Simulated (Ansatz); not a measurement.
# Response of Li$_{2}$S to small distortions

```yaml
crystal:
  lattice:
    - [0.00000, 2.85400, 2.85400]
    - [2.85400, 0.00000, 2.85400]
    - [2.85400, 2.85400, 0.00000]
  atoms:
    - { symbol: Li, position: [0.25000, 0.25000, 0.25000] }
    - { symbol: Li, position: [0.75000, 0.75000, 0.75000] }
    - { symbol: S, position: [0.00000, 0.00000, 0.00000] }
```

Atom numbers follow the list: Li1, Li2, S3.

The conventional cell has a = 5.708 Å, b = 5.708 Å, c = 5.708 Å, α = 90.00°, β = 90.00°, γ = 90.00°. Li (atom 1) is surrounded by 4 S at 2.47 Å. S (atom 3) is surrounded by 8 Li at 2.47 Å.

The geometry is COD entry 1010874, unchecked; take it as a test cell.

All numbers below come from DFT, LDA, all-electron PAW with datasets made for the crystal, scalar-relativistic (Ansatz 0.2.0).

Sampling and basis: a Γ-centred 7×7×7 k mesh, Fermi–Dirac smearing of 0.02 eV, cutoff 200 eV (chosen by the program for this cell), no spin polarisation.

The unchanged cell is at -2.97 GPa.

Semilocal functionals give too small gaps.

x, y and z are the Cartesian axes of the cell as listed; fractional coordinates follow a strain, and an engineering shear is twice the off-diagonal strain component.

Vzz stands for the principal value of largest size of the field-gradient tensor, whatever its axis.

(1) With this change (equal xy, yz and zx engineering shear strains of -2 %), what becomes of the energy and stress and forces and field gradients and gap?

With equal xy, yz and zx engineering shear strains of -1 %: energy change under 1 meV/atom; stress change (xx, yy, zz, yz, xz, xy) 0.02, 0.02, 0.02, 0.33, 0.33, 0.33 GPa, compression positive; Vzz in 10²¹ V/m²: Li1 0 → -0.01 (η = 0.00), S3 0 → -0.41 (η = 0.00); gap on the k mesh 3.32 → 3.30 eV.

(2) With this change (equal xy, yz and zx engineering shear strains of +1 %), what becomes of the energy and stress and field gradients and gap?

(3) With this change (equal xy, yz and zx engineering shear strains of +2 %), what becomes of the energy and stress and forces and field gradients and gap?

Results:

(1) Energy change +2 meV/atom; stress change (xx, yy, zz, yz, xz, xy) 0.06, 0.06, 0.06, 0.69, 0.69, 0.69 GPa, compression positive; change of the force on Li1 (0.021, 0.021, 0.021) eV/Å; Vzz in 10²¹ V/m²: Li1 0 → -0.01 (η = 0.00), S3 0 → -0.83 (η = 0.00); gap on the k mesh 3.32 → 3.27 eV.

(2) Energy change under 1 meV/atom; stress change (xx, yy, zz, yz, xz, xy) 0.01, 0.01, 0.01, -0.32, -0.32, -0.32 GPa, compression positive; Vzz in 10²¹ V/m²: Li1 0 → 0.01 (η = 0.00), S3 0 → 0.41 (η = 0.00); gap on the k mesh 3.32 → 3.31 eV.

(3) Energy change +2 meV/atom; stress change (xx, yy, zz, yz, xz, xy) 0.06, 0.06, 0.06, -0.62, -0.62, -0.62 GPa, compression positive; change of the force on Li2 (0.011, 0.011, 0.011) eV/Å; Vzz in 10²¹ V/m²: Li1 0 → 0.01 (η = 0.00), S3 0 → 0.81 (η = 0.00); gap on the k mesh 3.32 → 3.29 eV.
